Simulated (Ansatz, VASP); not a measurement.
One calculation of ZrB2, two programs

```
Zr B
1.0
     3.15484    0.00000    0.00000
    -1.57742    2.73217    0.00000
     0.00000    0.00000    3.50674
Zr B
1 2
Cartesian
  0.0000 0.0000 0.0000
  0.0000 1.8214 1.7534
  1.5774 0.9107 1.7534
```

Alike in both runs: functional PBEsol; k mesh 15 × 15 × 12; occupations gaussian, width 0.1 eV; no spin polarisation.

Ansatz relaxed the structure, and its values are those at the end. VASP's run is a single point on that final structure, the one shown.

|  | VASP | Ansatz |
| --- | --- | --- |
| version | VASP 6.6.1 | Ansatz 0.2.0 |
| potentials or method | VASP PAW PBE potentials, release 64 (Zr_sv, B) | scalar-relativistic, plane waves, PAW |
| plane-wave cutoff (eV) | 520 | 520 |
| valence electrons in the cell | 18 | 18 |

Ansatz gave:

| Quantity | Value |
| --- | --- |
| gap on the k mesh at the Fermi level (eV) | none |
| pressure (GPa) | 0.0 |

Q: Estimate VASP's values.

A: gap on the k mesh at the Fermi level (eV): none; pressure (GPa): 0.3.

A gap of «none» marks a metal or a gap that the smearing closes.

Caveats: the PAW data sets were made with another functional, which shifts forces and pressure a little (VASP).
